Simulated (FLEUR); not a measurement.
P under changes of volume

One of the cells (20.458 Å³/atom); the others are scaled copies at fixed shape and fractional positions:

```
P
1.0
     1.64774   -5.46504    0.00000
     1.64774    5.46504    0.00000
     0.00000    0.00000    4.54364
P
4
Direct
  0.90414 0.09586 0.58882
  0.09586 0.90414 0.41118
  0.59586 0.40414 0.08882
  0.40414 0.59586 0.91118
```

| Quantity | Value |
| --- | --- |
| Program | FLEUR MaX-R8.1 (patched build s14) |
| Functional | LDA (von Barth-Hedin) |
| Potentials or basis | all-electron |
| Basis | FLAPW |
| Kmax | 4.44 1/bohr |
| k mesh | 8 × 8 × 6 |
| Occupations | fermi-dirac, width 0.05 eV |
| Spin | no spin polarisation |

| volume (Å³/atom) | energy over the lowest point (meV/atom) | gap on the mesh (eV) |
| --- | --- | --- |
| 19.230 | 3.74 | 0.07 |
| 19.639 | 0.00 | 0.06 |
| 20.458 | 5.53 | 0.01 |
| 21.276 | ? | ? |
| 21.685 | 39.98 | 0.09 |

What does the run at 21.276 Å³/atom give?

Energy over the lowest point 25.52 meV/atom; gap on the mesh 0.05 eV.

Worked out: A Birch-Murnaghan fit of order 2 (a polynomial in V^(-2/3)) to the other rows has its minimum at 19.77 Å³/atom with B0 = V·E''(V) = 81 GPa at fixed shape and positions, which overstates the stiffness. It gives 25.45 meV/atom at 21.276 Å³/atom, against the run's 25.52.

Energies are extrapolated to zero smearing.

Caveats: the plane-wave cutoff is short for the semicore states, which can make moduli rough.

A mesh can miss the band edges.
